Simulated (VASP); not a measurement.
C, 8 atoms in the cell. The structure is cubic, space group Pm-3n (No. 223). Conventional cell: a = 3.884 Å, b = 3.884 Å, c = 3.884 Å, α = 90.00°, β = 90.00°, γ = 90.00°. C (site symmetry m-3) has 12 C at 2.17 Å as nearest neighbours. Around C (site symmetry -4m2) lie 6 C at 1.94 to 2.17 Å. The cell was built by a generator and needn't be a form met in nature.

| Quantity | Value |
| --- | --- |
| Program | VASP 6.6.1 |
| Task | single point |
| Functional | r2SCAN |
| Potentials or basis | VASP PAW PBE potentials, release 64 (C) |
| Cutoff | 520 eV |
| k mesh | 4 × 4 × 4 |
| Occupations | gaussian, width 0.1 eV |
| Spin | no spin polarisation |
| Dipole correction | no |
| Further INCAR settings | ALGO = Normal; EDIFF = 1e-07; NBANDS = 26 |

Potentials or basis: VASP PAW PBE potentials, release 64 (C).

Launch:

```console
$ cat potpaw_PBE.64/C/POTCAR > POTCAR
$ cp INCAR.step1 INCAR
$ mpirun -np 1 vasp_std > vasp.out
$ cp INCAR.step2 INCAR
$ mpirun -np 1 vasp_std > vasp.out
```

Hardware: 1 thread of Intel(R) Xeon(R) Platinum 8259CL CPU @ 2.50GHz (Skylake/Cascade Lake), with other jobs on the host.

Q: How long does it take, and how much memory?

A: It took 64 s on 1 thread of Intel(R) Xeon(R) Platinum 8259CL CPU @ 2.50GHz (Skylake/Cascade Lake) (shared host), peak memory 0.16 GiB. Counts: scf iterations 11, k points 10.
